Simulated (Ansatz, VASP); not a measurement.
## Two plane-wave programs on Mn

INCAR

```
SYSTEM = Mn
PREC     = Accurate       ! precision mode
ENCUT    = 520            ! plane-wave cutoff, eV
EDIFF    = 1E-7           ! SCF threshold, eV
ISMEAR   = -1             ! smearing method
SIGMA    = 0.1            ! smearing width, eV
LREAL    = .FALSE.        ! projectors in reciprocal space
LASPH    = .TRUE.         ! aspherical terms in the spheres
NELM     = 100            ! most SCF steps
ALGO     = Normal         ! electronic algorithm
ISIF     = 2              ! what is computed and relaxed
LWAVE    = .FALSE.        ! write WAVECAR
LCHARG   = .TRUE.         ! write CHGCAR
LELF     = .TRUE.         ! ELF
LVHAR    = .TRUE.       
NBANDS   = 12             ! bands
```

KPOINTS

```
Automatic mesh
0
G
  18 18 18
  0 0 0
```

The input POSCAR:

```
Mn
1.0
   -1.3632514138      1.3632514138      1.3632514138
    1.3632514138     -1.3632514138      1.3632514138
    1.3632514138      1.3632514138     -1.3632514138
Mn
1
Direct
    0.0000000000      0.0000000000      0.0000000000
```

Input for Ansatz:

```yaml
crystal:
  lattice:
    - [-1.3632514138, 1.3632514138, 1.3632514138]
    - [1.3632514138, -1.3632514138, 1.3632514138]
    - [1.3632514138, 1.3632514138, -1.3632514138]
  atoms:
    - { symbol: Mn, position: [0.0, 0.0, 0.0] }
hamiltonian:
  xc: lda
  pseudopotentials:
    kind: paw
    azcp:
      Mn: "pseudopotentials/Mn.paw.azcp"
basis:
  ecutwfc: 420
  fft_grid_basis: typed
kpoints:
  mp_grid: { grid: [18, 18, 18], shift: [0, 0, 0] }
magnetization:
  spin_polarized: false
scf:
  occupations: { method: fermi_dirac, width: 0.1 }
  lower_state_search: "off"
output:
  stress: true
```

Alike in both runs: task single point; functional LDA; k mesh 18 × 18 × 18; occupations fermi-dirac, width 0.1 eV; no spin polarisation.

|  | VASP | Ansatz |
| --- | --- | --- |
| version | VASP 6.6.1 | Ansatz 0.2.0 |
| potentials or method | VASP PAW LDA potentials, release 64 (Mn_pv) | plane waves (420 eV) with PAW, scalar-relativistic |
| plane-wave cutoff (eV) | 520 | 420 |
| valence electrons in the cell | 13 | 15 |

|  | VASP | Ansatz | Ansatz less VASP |
| --- | --- | --- | --- |
| pressure (GPa) | 0.3 | -0.1 | -0.43 |

The two sets of potentials don't hold the same shells in valence. Ansatz warned: «pseudo_functional_mismatch».

Caveats: the run has no spin polarisation, though such a crystal can be magnetic. Spin polarisation is off, so any magnetic state and its effect on volume and gap are missing.
